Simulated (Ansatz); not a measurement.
# Grüneisen parameters and expansion of NaH (Fm-3m), part 3 of 4

Which modes of NaH drive its thermal expansion?

Ansatz 0.2.0; DFT PBEsol, scalar-relativistic, plane waves, PAW.

So far, highest frequency (cm⁻¹): step 5 (phonons, V/V0 1) 891.

## (9) Phonons, V/V0 0.985

Phonons at this volume give one point of F(V, T); meshes stay fixed along the series.

input.yaml

```yaml
crystal:
  lattice:
    - [0.0, 2.3836499165, 2.3836499165]
    - [2.3836499165, 0.0, 2.3836499165]
    - [2.3836499165, 2.3836499165, 0.0]
  atoms:
    - { symbol: Na, position: [0.0, 0.0, 0.0] }
    - { symbol: H, position: [0.5, 0.5, 0.5] }
kpoints:
  mp_grid: { grid: [8, 8, 8] }
hamiltonian:
  xc: pbesol
scf:
  occupations: { method: fixed }
output:
  eigenvalues: true
phonons:
  method: dfpt
  dielectric: true
  rigid_motions: translations
  qmesh: [4, 4, 4]
  temperatures: { t_max: 1000, t_step: 50 }
  qpath:
    path:
      - [[0.0, 0.0, 0.0], [0.5, 0.0, 0.5], [0.625, 0.25, 0.625]]
      - [[0.375, 0.375, 0.75], [0.0, 0.0, 0.0], [0.5, 0.5, 0.5], [0.5, 0.25, 0.75], [0.5, 0.0, 0.5]]
    npoints: 10
```

Started as:

```bash
> ansatz run input.yaml --threads 2 --pin off --max-ram 5120MiB --backend cpu --events-out ev --progress --plain --runs-dir out
```

Numbers of over 12 decimals in the logs are rounded to 6 here.

The program printed:

```text
[...]
Crystal: 2 atoms, lattice volume = 27.087 Å³
Basis set: ecut = 420 eV, 531 PW (Γ), exchange–correlation on 48×48×48 points (8 copies of the dense FFT grid, shifted against one another)
Bands: 9, of which v1, the nominal top of the filled ones, is band 5 counted from 1 (4 counted from 0)
Symmetry: 48 space group operations
k-points: 59 of 512 (irreducible under 8 space group operations, time reversal used)
[...]
optical modes at Γ + LO–TO along q̂ = [0.0000, 1.0000, 0.0000]:
      ω (cm⁻¹)  modes    IR ((D/Å)²/amu)
        534.37      2            43.5768
        901.66      1            21.7884
  optical modes at Γ + LO–TO along q̂ = [0.0000, 0.0000, 1.0000]:
      ω (cm⁻¹)  modes    IR ((D/Å)²/amu)
        534.37      2            43.5768
        901.66      1            21.7884
--- Phonons (arbitrary-q DFPT): 8 irreducible q on the 4×4×4 mesh ---
[...]
interpolated dispersion: 63 rows × 6 modes
[...]
[key lines of the parts left out:]
SCF converged after 6 iterations
Free energy (F): -1491.910097 eV
Fermi energy:    1.057784 eV
```

The job ended after 45 s (2 threads of Arm Neoverse V1, shared host; peak memory 0.53 GiB).

LO-TO term included. The phonon branches at the labelled points (cm⁻¹):

| point | branch 1 | branch 2 | branch 3 | branch 4 | branch 5 | branch 6 |
| --- | --- | --- | --- | --- | --- | --- |
| Γ | 0 | 0 | 0 | 534 | 534 | 902 |
| halfway | 108 | 108 | 168 | 624 | 624 | 874 |
| X | 141 | 141 | 209 | 692 | 692 | 848 |
| halfway | 141 | 154 | 206 | 683 | 713 | 837 |
| U | 140 | 179 | 196 | 658 | 762 | 806 |
| jump to K | 140 | 179 | 196 | 658 | 762 | 806 |
| halfway | 108 | 126 | 180 | 570 | 638 | 878 |
| Γ | 0 | 0 | 0 | 534 | 534 | 902 |
| halfway | 95 | 95 | 169 | 569 | 569 | 896 |
| L | 127 | 127 | 242 | 599 | 599 | 886 |
| halfway | 137 | 157 | 216 | 632 | 701 | 844 |
| W | 157 | 183 | 183 | 697 | 773 | 773 |
| halfway | 150 | 156 | 203 | 694 | 715 | 827 |
| X | 141 | 141 | 209 | 692 | 692 | 848 |

The phonon branches as a text plot (rows in cm⁻¹):

```
    883 |********              **********************
    845 |        ********    **                      ***      ***
    808 |                ****                           *   **
    770 |                 **                             ***
    733 |               **  *                          **   **
    695 |         ******     **                       *  ********
    657 |       **      ****   *                    ** **
    620 |      *            *   **                *****
    582 |   ***              **** **        *******
    545 |***                     ***********
    507 |
    470 |
    432 |
    394 |
    357 |
    319 |
    282 |
    244 |                                      ******
    207 |        ***************             **      ****  ******
    169 |      **      ******** **          *         *********
    131 |   *** ***************** **       *  ***********     ***
     94 |  * ***                *****     ****
     56 | ***                     ****   **
     19 |**                          ****
         Γ           X  U|K            Γ         L        W     X
```

No mode is imaginary beyond numerical noise at the solved wavevectors. The highest zone-centre mode (no LO–TO term) moved by +2.9 % for a volume change of -1.5 %.

## (10) Single point at a scaled cell, V/V0 1.03

Symmetry fixes every atom, so a single point at the scaled cell gives the energy and pressure of this member.

The cell differs from the one that the last finished run ended in (a 3.371 → 3.422 Å, b 3.371 → 3.422 Å, c 3.371 → 3.422 Å).

input.yaml, the sections that differ from step 9:

```yaml
crystal:
  lattice:
    - [0.0, 2.4194099901, 2.4194099901]
    - [2.4194099901, 0.0, 2.4194099901]
    - [2.4194099901, 2.4194099901, 0.0]
  atoms:
    - { symbol: Na, position: [0.0, 0.0, 0.0] }
    - { symbol: H, position: [0.5, 0.5, 0.5] }
output:
  forces: true
  stress: true
  eigenvalues: true
# kpoints, hamiltonian, scf: as in step 9
# phonons: removed
```

The program printed:

```text
[...]
Crystal: 2 atoms, lattice volume = 28.324 Å³
Basis set: ecut = 420 eV, 537 PW (Γ), exchange–correlation on 48×48×48 points (8 copies of the dense FFT grid, shifted against one another)
Bands: 9, of which v1, the nominal top of the filled ones, is band 5 counted from 1 (4 counted from 0)
Symmetry: 48 space group operations
[...]
k-points: 29 of 512
[...]
Free energy (F): -1491.908851 eV
[...]
Internal energy: -1491.908851 eV  (E = F + TS)
E sigma→0 (E₀):  -1491.908851 eV
Fermi energy:    0.824959 eV
[...]
--- Stress (GPa, compression-positive) ---
       -0.666353       0.000000       0.000000
        0.000000      -0.666353       0.000000
        0.000000       0.000000      -0.666353
  P = ⅓ Tr σ = -0.6664 GPa (-6.664 kbar)
--- Band table (eV; the first three rows and the last of 29) ---
[...]
[key lines of the parts left out:]
SCF converged after 6 iterations
```

Wall time 0.44 s (2 threads); peak memory 0.25 GiB; 0.72 s of CPU time.

The run ends at a pressure of -0.67 GPa.

## (11) Phonons, V/V0 1.03

Phonons at this volume give one point of F(V, T); meshes stay fixed along the series.

input.yaml, the sections that differ from step 10:

```yaml
output:
  eigenvalues: true
phonons:
  method: dfpt
  dielectric: true
  rigid_motions: translations
  qmesh: [4, 4, 4]
  temperatures: { t_max: 1000, t_step: 50 }
  qpath:
    path:
      - [[0.0, 0.0, 0.0], [0.5, 0.0, 0.5], [0.625, 0.25, 0.625]]
      - [[0.375, 0.375, 0.75], [0.0, 0.0, 0.0], [0.5, 0.5, 0.5], [0.5, 0.25, 0.75], [0.5, 0.0, 0.5]]
    npoints: 10
# crystal, kpoints, hamiltonian, scf: as in step 10
```

The program printed:

```text
[...]
Crystal: 2 atoms, lattice volume = 28.324 Å³
Basis set: ecut = 420 eV, 537 PW (Γ), exchange–correlation on 48×48×48 points (8 copies of the dense FFT grid, shifted against one another)
Bands: 9, of which v1, the nominal top of the filled ones, is band 5 counted from 1 (4 counted from 0)
Symmetry: 48 space group operations
k-points: 59 of 512 (irreducible under 8 space group operations, time reversal used)
[...]
optical modes at Γ + LO–TO along q̂ = [0.0000, 1.0000, 0.0000]:
      ω (cm⁻¹)  modes    IR ((D/Å)²/amu)
        490.34      2            44.7769
        871.61      1            22.3885
  optical modes at Γ + LO–TO along q̂ = [0.0000, 0.0000, 1.0000]:
      ω (cm⁻¹)  modes    IR ((D/Å)²/amu)
        490.34      2            44.7769
        871.61      1            22.3885
--- Phonons (arbitrary-q DFPT): 8 irreducible q on the 4×4×4 mesh ---
[...]
interpolated dispersion: 63 rows × 6 modes
[...]
[key lines of the parts left out:]
SCF converged after 6 iterations
Free energy (F): -1491.908851 eV
Fermi energy:    0.824959 eV
```

The job ended after 46 s (2 threads; peak memory 0.55 GiB; 89 s of CPU time).

LO-TO term included. The phonon branches at the labelled points (cm⁻¹):

| point | branch 1 | branch 2 | branch 3 | branch 4 | branch 5 | branch 6 |
| --- | --- | --- | --- | --- | --- | --- |
| Γ | 0 | 0 | 0 | 490 | 490 | 872 |
| halfway | 106 | 106 | 156 | 584 | 584 | 845 |
| X | 136 | 136 | 196 | 655 | 655 | 817 |
| halfway | 135 | 148 | 194 | 646 | 677 | 806 |
| U | 133 | 171 | 184 | 621 | 728 | 774 |
| jump to K | 133 | 171 | 184 | 621 | 728 | 774 |
| halfway | 99 | 122 | 171 | 529 | 600 | 848 |
| Γ | 0 | 0 | 0 | 490 | 490 | 872 |
| halfway | 89 | 89 | 162 | 527 | 527 | 865 |
| L | 119 | 119 | 234 | 559 | 559 | 855 |
| halfway | 128 | 148 | 206 | 593 | 666 | 813 |
| W | 149 | 173 | 173 | 661 | 739 | 739 |
| halfway | 143 | 149 | 190 | 658 | 679 | 795 |
| X | 136 | 136 | 196 | 655 | 655 | 817 |

The phonon branches as a text plot (rows in cm⁻¹):

```
    853 |********               *********************
    817 |        *******     ***                     **       ***
    781 |               *** *                          **   **
    744 |                 **                             ***
    708 |               **  *                          **  **
    672 |            ***     **                       *  ********
    636 |        **** *****    *                     *  *
    599 |      **          *    *                  ** **
    563 |    **             ***  *            ********
    527 |   *                  ******      ***
    490 |***                      *********
    454 |
    418 |
    381 |
    345 |
    309 |
    272 |
    236 |                                      ******
    200 |        ***************             **      ****   *****
    163 |      **      ******** **          *         ********
    127 |    ** ***************** **       *   **********    ****
     91 |  *****                *****     *****
     54 | **                      ****   **
     18 |**                          ****
         Γ           X  U|K            Γ         L        W     X
```

No mode is imaginary beyond numerical noise at the solved wavevectors. The highest zone-centre mode (no LO–TO term) moved by -5.6 % for a volume change of +3.0 %.

## (12) A cell at another volume, V/V0 0.97

Symmetry fixes every atom, so a single point at the scaled cell gives the energy and pressure of this member.

The cell differs from the one that the last finished run ended in (a 3.422 → 3.354 Å, b 3.422 → 3.354 Å, c 3.422 → 3.354 Å).

input.yaml, the sections that differ from step 11:

```yaml
crystal:
  lattice:
    - [0.0, 2.3714882258, 2.3714882258]
    - [2.3714882258, 0.0, 2.3714882258]
    - [2.3714882258, 2.3714882258, 0.0]
  atoms:
    - { symbol: Na, position: [0.0, 0.0, 0.0] }
    - { symbol: H, position: [0.5, 0.5, 0.5] }
output:
  forces: true
  stress: true
  eigenvalues: true
# kpoints, hamiltonian, scf: as in step 11
# phonons: removed
```

The program printed:

```text
[...]
Crystal: 2 atoms, lattice volume = 26.674 Å³
Basis set: ecut = 420 eV, 531 PW (Γ), exchange–correlation on 48×48×48 points (8 copies of the dense FFT grid, shifted against one another)
Bands: 9, of which v1, the nominal top of the filled ones, is band 5 counted from 1 (4 counted from 0)
Symmetry: 48 space group operations
[...]
k-points: 29 of 512
[...]
Free energy (F): -1491.908632 eV
[...]
Internal energy: -1491.908632 eV  (E = F + TS)
E sigma→0 (E₀):  -1491.908632 eV
Fermi energy:    1.140474 eV
[...]
--- Stress (GPa, compression-positive) ---
        0.778412       0.000000       0.000000
       -0.000000       0.778412      -0.000000
        0.000000      -0.000000       0.778412
  P = ⅓ Tr σ = 0.7784 GPa (7.784 kbar)
--- Band table (eV; the first three rows and the last of 29) ---
[...]
[key lines of the parts left out:]
SCF converged after 6 iterations
```

Wall time 0.42 s (2 threads); peak memory 0.24 GiB; 0.7 s of CPU time.

The run ends at a pressure of 0.78 GPa.

## (13) Phonons, V/V0 0.97

Phonons at this volume give one point of F(V, T); meshes stay fixed along the series.

input.yaml, the sections that differ from step 12:

```yaml
output:
  eigenvalues: true
phonons:
  method: dfpt
  dielectric: true
  rigid_motions: translations
  qmesh: [4, 4, 4]
  temperatures: { t_max: 1000, t_step: 50 }
  qpath:
    path:
      - [[0.0, 0.0, 0.0], [0.5, 0.0, 0.5], [0.625, 0.25, 0.625]]
      - [[0.375, 0.375, 0.75], [0.0, 0.0, 0.0], [0.5, 0.5, 0.5], [0.5, 0.25, 0.75], [0.5, 0.0, 0.5]]
    npoints: 10
# crystal, kpoints, hamiltonian, scf: as in step 12
```

The program printed:

```text
[...]
Crystal: 2 atoms, lattice volume = 26.674 Å³
Basis set: ecut = 420 eV, 531 PW (Γ), exchange–correlation on 48×48×48 points (8 copies of the dense FFT grid, shifted against one another)
Bands: 9, of which v1, the nominal top of the filled ones, is band 5 counted from 1 (4 counted from 0)
Symmetry: 48 space group operations
k-points: 59 of 512 (irreducible under 8 space group operations, time reversal used)
[...]
optical modes at Γ + LO–TO along q̂ = [0.0000, 1.0000, 0.0000]:
      ω (cm⁻¹)  modes    IR ((D/Å)²/amu)
        549.59      2            43.1599
        912.25      1            21.5800
  optical modes at Γ + LO–TO along q̂ = [0.0000, 0.0000, 1.0000]:
      ω (cm⁻¹)  modes    IR ((D/Å)²/amu)
        549.59      2            43.1599
        912.25      1            21.5800
--- Phonons (arbitrary-q DFPT): 8 irreducible q on the 4×4×4 mesh ---
[...]
interpolated dispersion: 63 rows × 6 modes
[...]
[key lines of the parts left out:]
SCF converged after 6 iterations
Free energy (F): -1491.908632 eV
Fermi energy:    1.140471 eV
```

Run time: 44 s. Hardware: 2 threads; peak memory 0.53 GiB; 86 s of CPU time.

No mode is imaginary beyond numerical noise at the solved wavevectors. The highest zone-centre mode (no LO–TO term) moved by +5.8 % for a volume change of -3.0 %.

## (14) Single point at a scaled cell, V/V0 1.05

Symmetry fixes every atom, so a single point at the scaled cell gives the energy and pressure of this member.

input.yaml, the sections that differ from step 13:

```yaml
crystal:
  lattice:
    - [0.0, 2.4349693244, 2.4349693244]
    - [2.4349693244, 0.0, 2.4349693244]
    - [2.4349693244, 2.4349693244, 0.0]
  atoms:
    - { symbol: Na, position: [0.0, 0.0, 0.0] }
    - { symbol: H, position: [0.5, 0.5, 0.5] }
output:
  forces: true
  stress: true
  eigenvalues: true
# kpoints, hamiltonian, scf: as in step 13
# phonons: removed
```

The program printed:

```text
[...]
Crystal: 2 atoms, lattice volume = 28.874 Å³
Basis set: ecut = 420 eV, 537 PW (Γ), exchange–correlation on 48×48×48 points (8 copies of the dense FFT grid, shifted against one another)
Bands: 9, of which v1, the nominal top of the filled ones, is band 5 counted from 1 (4 counted from 0)
Symmetry: 48 space group operations
[...]
k-points: 29 of 512
[...]
Free energy (F): -1491.905857 eV
[...]
Internal energy: -1491.905857 eV  (E = F + TS)
E sigma→0 (E₀):  -1491.905857 eV
Fermi energy:    0.728472 eV
[...]
--- Stress (GPa, compression-positive) ---
       -1.064009       0.000000      -0.000000
        0.000000      -1.064009      -0.000000
       -0.000000       0.000000      -1.064009
  P = ⅓ Tr σ = -1.0640 GPa (-10.640 kbar)
--- Band table (eV; the first three rows and the last of 29) ---
[...]
[key lines of the parts left out:]
SCF converged after 6 iterations
```

Run time: 0.43 s. Hardware: 2 threads; peak memory 0.25 GiB; 0.71 s of CPU time.

The run ends at a pressure of -1.06 GPa.

[end of part 3 of 4]

[Logs are printed without paths, hosts, clocks, repeated set-up lines and the standing remarks that a program may print on its own settings, such as how far it seeks lower states.]

[Hosts, paths, dates, database ids (printed as entryN), source tags and the programs' standing remarks are cut or masked in the printed files.]

[A step with changed settings may run another functional than the one named; its input shows which.]

[Of the runs on displaced cells, only some may be shown.]
